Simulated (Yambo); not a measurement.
# HfO2 (Fm-3m) in Yambo: notebook, part 3 of 3

Yambo 5.3.0. Earlier steps stand in the parts before.

## (4) G0W0 quasiparticle levels, PBEsol, non-collinear spin, zero start, spin-orbit coupling

File g0w06.in:

```
gw0
dyson
el_el_corr
HF_and_locXC
ppa
em1d
EXXRLvcs= 84 Ry
VXCRLvcs= 84 Ry
Chimod= "HARTREE"
% BndsRnXp
 1 | 324 |
%
NGsBlkXp= 12 Ry
% LongDrXp
 1 | 1 | 1 |
%
PPAPntXp= 27.21138 eV
% GbndRnge
 1 | 324 |
%
GTermKind= "BG"
DysSolver= "n"
ExtendOut
% QPkrange
 1 | 1 | 23 | 26 |
 7 | 7 | 23 | 26 |
%
```

File scf.in:

```
&CONTROL
  calculation = 'scf'
  prefix = 'pwscf'
  outdir = './tmp'
  pseudo_dir = './pseudo'
/
&SYSTEM
  ibrav = 0
  nat = 3
  ntyp = 2
  ecutwfc = 84
  nbnd = 38
  occupations = 'smearing'
  smearing = 'fd'
  degauss = 0.00367493
  noncolin = .true.
  lspinorb = .true.
  force_symmorphic = .true.
/
&ELECTRONS
  conv_thr = 6d-10
  electron_maxstep = 120
  mixing_beta = 0.5
/
ATOMIC_SPECIES
Hf   178.4900 Hf.upf
O     15.9990 O.upf
CELL_PARAMETERS angstrom
   0.0000000000    2.5575000000    2.5575000000
   2.5575000000    0.0000000000    2.5575000000
   2.5575000000    2.5575000000    0.0000000000
ATOMIC_POSITIONS crystal
Hf     0.0000000000    0.0000000000    0.0000000000
O      0.7500000000    0.7500000000    0.7500000000
O      0.2500000000    0.2500000000    0.2500000000
K_POINTS automatic
10 10 10 0 0 0
```

File nscf.in:

```
&CONTROL
  calculation = 'nscf'
  prefix = 'pwscf'
  outdir = './tmp'
  pseudo_dir = './pseudo'
/
&SYSTEM
  ibrav = 0
  nat = 3
  ntyp = 2
  ecutwfc = 84
  nbnd = 324
  occupations = 'fixed'
  noncolin = .true.
  lspinorb = .true.
  force_symmorphic = .true.
/
&ELECTRONS
  conv_thr = 1d-08
  diago_full_acc = .true.
  diago_thr_init = 1d-06
/
ATOMIC_SPECIES
Hf   178.4900 Hf.upf
O     15.9990 O.upf
CELL_PARAMETERS angstrom
   0.0000000000    2.5575000000    2.5575000000
   2.5575000000    0.0000000000    2.5575000000
   2.5575000000    2.5575000000    0.0000000000
ATOMIC_POSITIONS crystal
Hf     0.0000000000    0.0000000000    0.0000000000
O      0.7500000000    0.7500000000    0.7500000000
O      0.2500000000    0.2500000000    0.2500000000
K_POINTS automatic
4 4 4 0 0 0
```

Potentials or basis: PseudoDojo 0.4 FR PBEsol standard.

Started as:

```bash
OMP_NUM_THREADS=1 pw.x -in scf.in > scf.out
OMP_NUM_THREADS=1 pw.x -in nscf.in > nscf.out
cd tmp/pwscf.save; p2y; mv SAVE ../..; cd ../..
OMP_NUM_THREADS=1 yambo
OMP_NUM_THREADS=1 yambo -F g0w06.in -J g0w06 -C g0w06_out
```

Yambo's report:

```text
[... sections 02.01 to 02.04 as in the set-up run ...]

  [02.05] Energies & Occupations
  ==============================

  [X] === General ===
  [X] Electronic Temperature                        :  0.000000  0.000000 [eV K]
  [X] Bosonic    Temperature                        :  0.000000  0.000000 [eV K]
  [X] Finite Temperature mode                       : no
  [X] El. density                                   :  0.71736E+24 [cm-3]
  [X] Fermi Level                                   :  11.77941 [eV]

  [X] === Gaps and Widths ===
  [X] Conduction Band Min                           :  3.649447 [eV]
  [X] Valence Band Max                              :  0.000000 [eV]
  [X] Filled Bands                                  :  24
  [X] Empty Bands                                   :    25   324
  [X] Direct Gap                                    :  3.649447 [eV]
  [X] Direct Gap localized at k                     :   7
  [X] Indirect Gap                                  :  3.649447 [eV]
  [X] Indirect Gap between kpts                     :   7   7
  [X] Last valence band width                       :  1.693631 [eV]
  [X] 1st conduction band width                     :  1.003955 [eV]

 [03] Transferred momenta grid and indexing
 ==========================================

 IBZ Q-points                                      :   8
 BZ  Q-points                                      :   64

 K/Q-points units:
 rlu = crystal or reduced units; cc = cartesian coordinates; iku = interal k-units

 Q [1]          [rlu]:  0.000000  0.000000  0.000000
 Q [2]          [rlu]: -0.89636E-17 -0.89636E-17  0.25000
 Q [3]          [rlu]:  0.17927E-16  0.17927E-16 -0.50000
 Q [4]          [rlu]: -0.48811E-17  0.25000      0.25000
 Q [5]          [rlu]:  0.48678E-16  0.25000      0.50000
 Q [6]          [rlu]:  0.17927E-16  0.25000     -0.25000
 Q [7]          [rlu]:  0.97622E-17 -0.50000     -0.50000
 Q [8]          [rlu]:  0.250000 -0.500000 -0.250000

 [04] Dipoles
 ============

  [04.01] Setup: observables and procedures
[... 152 lines left out ...]
   :: Time ordering fails/rest    :  0.501197
   :: Mean rel dev of PP cond     :  0.375334
   Current Q-pt index             :   8
   :: PP condition fails/total    :  0.371539
   :: Time ordering fails/rest    :  0.503424
   :: Mean rel dev of PP cond     :  0.371540

  [07.02] QP properties and I/O
  =============================

  Legend (energies in eV)
  - B  : Band       - Eo  : bare energy
  - E  : QP energy  - Z   : Renormalization factor
  - So : Sc(Eo)     - S   : Sc(E)
  - dSp: Sc derivative precision

  - lXC: Local XC (Perdew, Burke & Ernzerhof SOL(X)+Perdew, Burke & Ernzerhof SOL(C))
  -nlXC: non-Local XC (Hartree-Fock)

  QP [eV] @ K [1] (iku):  0.000000  0.000000  0.000000
   B=23 Eo= -0.55 E= -1.13 E-Eo= -0.58 Re(Z)=0.79 Im(Z)=-0.105622E-2 nlXC= -24.5813 lXC= -19.9382 So=  3.91784
   B=24 Eo= -0.55 E= -1.13 E-Eo= -0.58 Re(Z)=0.79 Im(Z)=-0.105602E-2 nlXC= -24.5813 lXC= -19.9382 So=  3.91720
   B=25 Eo=  3.79 E=  4.96 E-Eo=  1.17 Re(Z)=0.84 Im(Z)=-0.887870E-3 nlXC= -7.53505 lXC= -13.9150 So= -4.98595
   B=26 Eo=  3.79 E=  4.96 E-Eo=  1.17 Re(Z)=0.84 Im(Z)=-0.887859E-3 nlXC= -7.53505 lXC= -13.9150 So= -4.99049

  QP [eV] @ K [7] (iku): -0.500000  0.000000  0.000000
   B=23 Eo= -0.00 E= -0.50 E-Eo= -0.50 Re(Z)=0.79 Im(Z)=-0.103837E-2 nlXC= -25.1707 lXC= -20.6178 So=  3.91856
   B=24 Eo=  0.00 E= -0.50 E-Eo= -0.50 Re(Z)=0.79 Im(Z)=-0.103837E-2 nlXC= -25.1707 lXC= -20.6178 So=  3.91856
   B=25 Eo=  3.65 E=  4.67 E-Eo=  1.02 Re(Z)=0.84 Im(Z)=-0.882675E-3 nlXC= -8.10841 lXC= -13.7898 So= -4.46989
   B=26 Eo=  3.65 E=  4.67 E-Eo=  1.02 Re(Z)=0.84 Im(Z)=-0.882675E-3 nlXC= -8.10841 lXC= -13.7898 So= -4.46989

  [WR./g0w06//ndb.QP]-------------------------------------------------------------
   Lattice constants                                :  4.832975  4.832975  4.832975
   Coulomb cutoff potential                         : none
   Electronic Temperature                           :  0.000000 [K]
   Bosonic    Temperature                           :  0.000000 [K]
   Green`s function   energies                      : Perdew, Burke & Ernzerhof SOL(X)+Perdew, Burke & Ernzerhof SOL(C)
   wavefunctions                                    : Perdew, Burke & Ernzerhof SOL(X)+Perdew, Burke & Ernzerhof SOL(C)
   PPA    diel. fun.  energies                      : Perdew, Burke & Ernzerhof SOL(X)+Perdew, Burke & Ernzerhof SOL(C)
   wavefunctions                                    : Perdew, Burke & Ernzerhof SOL(X)+Perdew, Burke & Ernzerhof SOL(C)
   QP tot states                                    :   8
   GW solver                                        : Newton
   GW approximation                                 : PPA
   PPA imaginary Energy                             :  27.21138 ev
   dS/dw steps                                      :  2
   dS/dw step                                       :  0.100000 ev
   X G`s                                            :  181 used
   X G`s                                            :  181 disk
   X bands                                          :     1   324
   X poles                                          :  100.0000 o/o
   X e/h E range                                    : -1.000000 -1.000000 ev
   X Hxc Kernel                                     : HARTREE
   X BZ energy Double Grid                          : no
   X Optical Averaged directions                    : none
   Sc/G bands                                       :     1   324
   Sc/G damping                                     :  0.100000 ev
   Sc bands terminator                              : yes
   Sc terminator kind                               : BG
   Sc Terminator pole                               :  40.81708
   Sx RL components                                 :  2975

   QP @ state[ 1 ] K range                          :  1  1
   QP @ state[ 1 ] b range                          :  23  26
   QP @ state[ 2 ] K range                          :   7   7
   QP @ state[ 2 ] b range                          :  23  26
   GF energies kind                                 : Perdew, Burke & Ernzerhof SOL(X)+Perdew, Burke & Ernzerhof SOL(C)
   GF WF`s kind                                     : Perdew, Burke & Ernzerhof SOL(X)+Perdew, Burke & Ernzerhof SOL(C)
   Xs energies kind                                 : Perdew, Burke & Ernzerhof SOL(X)+Perdew, Burke & Ernzerhof SOL(C)
   Xs WF`s kind                                     : Perdew, Burke & Ernzerhof SOL(X)+Perdew, Burke & Ernzerhof SOL(C)
```

o-g0w06.qp:

```text
# GW solver                                       : Newton
# GW approximation                                : PPA
# PPA imaginary Energy                            :   27.2113800    [ev]
[... 37 lines left out ...]
         7                 25                 3.649447           4.665945           1.016497          -13.78975          -8.108414          -4.469885          -4.664841          -5.218505           0.839083          -0.882675E-3       -12.46105           52.82152
         7                 26                 3.649447           4.665944           1.016497          -13.78975          -8.108414          -4.469886          -4.664842          -5.218506           0.839083          -0.882675E-3       -12.46105           52.82153
#
```

Run time: 20 min. Hardware: 1 thread of Intel Xeon 6975P-C (Granite Rapids), shared host; peak memory 0.98 GiB.

Results:

| Quantity | Value |
| --- | --- |
| Band gap on the k mesh, mean-field level | 3.65 eV, direct |
| Quasiparticle gap | 5.17 eV |
| Least direct quasiparticle gap | 5.17 eV |
| Quasiparticle gap at Γ | 6.09 eV |
| Band gap of the same states before the correction | 3.65 eV |

Quasiparticle terms (eV):
| k point | band | Kohn-Sham level | Vxc | Σx | Σc | Z | result |
| --- | --- | --- | --- | --- | --- | --- | --- |
| (0.000, 0.000, 0.000) | 23 | -0.55 | -19.94 | -24.58 | 3.92 | 0.79 | -1.13 |
| (0.000, 0.000, 0.000) | 24 | -0.55 | -19.94 | -24.58 | 3.92 | 0.79 | -1.13 |
| (0.000, 0.000, 0.000) | 25 | 3.79 | -13.91 | -7.54 | -4.99 | 0.84 | 4.96 |
| (0.000, 0.000, 0.000) | 26 | 3.79 | -13.91 | -7.54 | -4.99 | 0.84 | 4.96 |
| (0.000, -0.500, -0.500) | 23 | 0.00 | -20.62 | -25.17 | 3.92 | 0.79 | -0.50 |
| (0.000, -0.500, -0.500) | 24 | 0.00 | -20.62 | -25.17 | 3.92 | 0.79 | -0.50 |
| (0.000, -0.500, -0.500) | 25 | 3.65 | -13.79 | -8.11 | -4.47 | 0.84 | 4.67 |
| (0.000, -0.500, -0.500) | 26 | 3.65 | -13.79 | -8.11 | -4.47 | 0.84 | 4.67 |

Caveat: the k mesh is coarse (spacing up to 0.53 Å⁻¹), so the values aren't converged; this version prints the column dSc/dw multiplied by 27.2; the terminator is approximate in this version, by hundredths of an eV. A k mesh can miss the band edges.

## (5) G0W0 quasiparticle levels, PBEsol, non-collinear spin, zero start, spin-orbit coupling

File g0w07.in:

```
gw0
dyson
el_el_corr
rim_cut
HF_and_locXC
ppa
em1d
RandQpts= 1000000
RandGvec= 50 RL
EXXRLvcs= 84 Ry
VXCRLvcs= 84 Ry
Chimod= "HARTREE"
% BndsRnXp
 1 | 324 |
%
NGsBlkXp= 12 Ry
% LongDrXp
 1 | 1 | 1 |
%
PPAPntXp= 27.21138 eV
% GbndRnge
 1 | 64 |
%
GTermKind= "BG"
DysSolver= "n"
ExtendOut
% QPkrange
 1 | 1 | 23 | 26 |
 7 | 7 | 23 | 26 |
%
```

scf.in is that of step 4.

nscf.in is that of step 4.

Potentials or basis: PseudoDojo 0.4 FR PBEsol standard.

Started as:

```bash
OMP_NUM_THREADS=1 pw.x -in scf.in > scf.out
OMP_NUM_THREADS=1 pw.x -in nscf.in > nscf.out
cd tmp/pwscf.save; p2y; mv SAVE ../..; cd ../..
OMP_NUM_THREADS=1 yambo
mkdir -p g0w07; ln -s $PWD/g0w00/ndb.pp* g0w07/
mkdir -p g0w07; ln -s $PWD/g0w00/ndb.RIM g0w07/
OMP_NUM_THREADS=1 yambo -F g0w07.in -J g0w07 -C g0w07_out
```

Yambo's report:

```text
[... sections 02.01 to 02.04 as in the set-up run ...]

  [02.05] Energies & Occupations
  ==============================

  [X] === General ===
  [X] Electronic Temperature                        :  0.000000  0.000000 [eV K]
  [X] Bosonic    Temperature                        :  0.000000  0.000000 [eV K]
  [X] Finite Temperature mode                       : no
  [X] El. density                                   :  0.71736E+24 [cm-3]
  [X] Fermi Level                                   :  11.77941 [eV]

  [X] === Gaps and Widths ===
  [X] Conduction Band Min                           :  3.649447 [eV]
  [X] Valence Band Max                              :  0.000000 [eV]
  [X] Filled Bands                                  :  24
  [X] Empty Bands                                   :    25   324
  [X] Direct Gap                                    :  3.649447 [eV]
  [X] Direct Gap localized at k                     :   7
  [X] Indirect Gap                                  :  3.649447 [eV]
  [X] Indirect Gap between kpts                     :   7   7
  [X] Last valence band width                       :  1.693631 [eV]
  [X] 1st conduction band width                     :  1.003955 [eV]

 [03] Transferred momenta grid and indexing
 ==========================================

 IBZ Q-points                                      :   8
[... 172 lines left out ...]
   B=26 Eo=  3.65 E=  4.45 E-Eo=  0.80 Re(Z)=0.84 Im(Z)=-0.905177E-3 nlXC= -8.18753 lXC= -13.7898 So= -4.64673

  [WR./g0w07//ndb.QP]-------------------------------------------------------------
   Lattice constants                                :  4.832975  4.832975  4.832975
   Coulomb cutoff potential                         : none
   Electronic Temperature                           :  0.000000 [K]
   Bosonic    Temperature                           :  0.000000 [K]
   Green`s function   energies                      : Perdew, Burke & Ernzerhof SOL(X)+Perdew, Burke & Ernzerhof SOL(C)
   wavefunctions                                    : Perdew, Burke & Ernzerhof SOL(X)+Perdew, Burke & Ernzerhof SOL(C)
   PPA    diel. fun.  energies                      : Perdew, Burke & Ernzerhof SOL(X)+Perdew, Burke & Ernzerhof SOL(C)
   wavefunctions                                    : Perdew, Burke & Ernzerhof SOL(X)+Perdew, Burke & Ernzerhof SOL(C)
   QP tot states                                    :   8
   GW solver                                        : Newton
   GW approximation                                 : PPA
   PPA imaginary Energy                             :  27.21138 ev
   RIM G`s                                          :   51
   RIM random pts                                   :  1000000
   dS/dw steps                                      :  2
   dS/dw step                                       :  0.100000 ev
   X G`s                                            :  181 used
   X G`s                                            :  181 disk
   X bands                                          :     1   324
   X poles                                          :  100.0000 o/o
   X e/h E range                                    : -1.000000 -1.000000 ev
   X Hxc Kernel                                     : HARTREE
   X BZ energy Double Grid                          : no
   X Optical Averaged directions                    : none
   Sc/G bands                                       :    1   64
   Sc/G damping                                     :  0.100000 ev
   Sc bands terminator                              : yes
   Sc terminator kind                               : BG
   Sc Terminator pole                               :  40.81708
   Sx RL components                                 :  2975

   QP @ state[ 1 ] K range                          :  1  1
   QP @ state[ 1 ] b range                          :  23  26
   QP @ state[ 2 ] K range                          :   7   7
   QP @ state[ 2 ] b range                          :  23  26
   GF energies kind                                 : Perdew, Burke & Ernzerhof SOL(X)+Perdew, Burke & Ernzerhof SOL(C)
   GF WF`s kind                                     : Perdew, Burke & Ernzerhof SOL(X)+Perdew, Burke & Ernzerhof SOL(C)
   Xs energies kind                                 : Perdew, Burke & Ernzerhof SOL(X)+Perdew, Burke & Ernzerhof SOL(C)
   Xs WF`s kind                                     : Perdew, Burke & Ernzerhof SOL(X)+Perdew, Burke & Ernzerhof SOL(C)
```

Results:

- Band gap on the k mesh, mean-field level: 3.65 eV, direct
- Quasiparticle gap: 5.33 eV
- Least direct quasiparticle gap: 5.33 eV
- Quasiparticle gap at Γ: 6.25 eV
- Band gap of the same states before the correction: 3.65 eV

Quasiparticle terms (eV):
| k point | band | Kohn-Sham level | Vxc | Σx | Σc | Z | result |
| --- | --- | --- | --- | --- | --- | --- | --- |
| (0.000, 0.000, 0.000) | 23 | -0.55 | -19.94 | -25.09 | 3.97 | 0.80 | -1.49 |
| (0.000, 0.000, 0.000) | 24 | -0.55 | -19.94 | -25.09 | 3.97 | 0.80 | -1.50 |
| (0.000, 0.000, 0.000) | 25 | 3.79 | -13.91 | -7.62 | -5.15 | 0.84 | 4.76 |
| (0.000, 0.000, 0.000) | 26 | 3.79 | -13.91 | -7.62 | -5.16 | 0.84 | 4.75 |
| (0.000, -0.500, -0.500) | 23 | 0.00 | -20.62 | -25.69 | 3.97 | 0.79 | -0.87 |
| (0.000, -0.500, -0.500) | 24 | 0.00 | -20.62 | -25.69 | 3.97 | 0.79 | -0.87 |
| (0.000, -0.500, -0.500) | 25 | 3.65 | -13.79 | -8.19 | -4.65 | 0.84 | 4.45 |
| (0.000, -0.500, -0.500) | 26 | 3.65 | -13.79 | -8.19 | -4.65 | 0.84 | 4.45 |

Caveat: the k mesh is coarse (spacing up to 0.53 Å⁻¹), so the values aren't converged; this version prints the column dSc/dw multiplied by 27.2; the terminator is approximate in this version, by hundredths of an eV. A k mesh can miss the band edges.
